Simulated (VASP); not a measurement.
Runs of VASP 6.6.1 on ZnO (zincite). Symmetry: P6_3mc, No. 186, hexagonal system. The conventional cell has a = 3.249 Å, b = 3.249 Å, c = 5.206 Å, α = 90.00°, β = 90.00°, γ = 120.00°. Zn (site symmetry 3m) is surrounded by 4 O at 1.97 to 1.98 Å. Around O (site symmetry 3m) lie 4 Zn at 1.97 to 1.98 Å. 

```csv
task,level,potentials or basis,cell,k mesh,cutoff (eV),smearing,ladder,grid for exact exchange (PRECFOCK),exchange at q = 0,share of exact exchange,gap on the mesh (eV),pressure (GPa),V0 of scaled cells (Å³/atom),relaxed volume (Å³/atom),B0 (GPa),largest force (eV/Å)
band structure,r2SCAN-EpsX,"VASP PAW PBE potentials, release 64 (Zn, O)",as given,6 × 6 × 4,520,gaussian 0.02 eV,gaps,Fast,truncated,0.1803,2.86,(b),-,-,-,0.09
equation of state,r2SCAN,"VASP PAW PBE potentials, release 64 (Zn, O)",as given,9 × 9 × 5,520,fermi-dirac 0.05 eV,-,-,-,-,-,-,11.89,-,150,-
relaxation of cell and atoms,r2SCAN+D3(BJ),"VASP PAW PBE potentials, release 64 (Zn, O)",relaxed,9 × 9 × 5,600,gaussian 0.05 eV,-,-,-,-,1.24,0.0,-,11.75,-,-
equation of state,PBE,"VASP PAW PBE potentials, release 64 (Zn, O)",as given,9 × 9 × 5,520,fermi-dirac 0.05 eV,-,-,-,-,-,-,12.43,-,129,-
relaxation of cell and atoms,PBE,"VASP PAW PBE potentials, release 64 (Zn, O)",relaxed,9 × 9 × 5,600,fermi-dirac 0.05 eV,-,-,-,-,0.72,0.0,-,12.39,-,0.01
band structure,r2SCAN,"VASP PAW PBE potentials, release 64 (Zn, O)",as given,10 × 10 × 6,520,gaussian 0.02 eV,free,-,-,-,1.23,-0.2,-,-,-,0.09
Born charges and dielectric tensor,LDA,"VASP PAW LDA potentials, release 64 (Zn, O)",as given,9 × 9 × 5,520,fermi-dirac 0.05 eV,-,-,-,-,(c),-,-,-,-,-
relaxation of cell and atoms,LDA,"VASP PAW LDA potentials, release 64 (Zn, O)",relaxed,9 × 9 × 5,600,fermi-dirac 0.05 eV,-,-,-,-,0.80,0.1,-,(a),-,-
```

Alike in all rows: no spin polarisation.

Problem. Fill in the values left out.

Solution. (a) 11.40; (b) -1.6; (c) 0.74.

Caveats: the PAW data sets were made with another functional, which shifts forces and pressure a little (some runs); an odd mesh through Γ misses points on the zone boundary, where band edges often lie (some runs); the cell was scaled at fixed shape and fractional positions, which overstates the stiffness of a crystal with free parameters, most of all of layers and chains (some runs).

Not every run made on this cell is shown here.
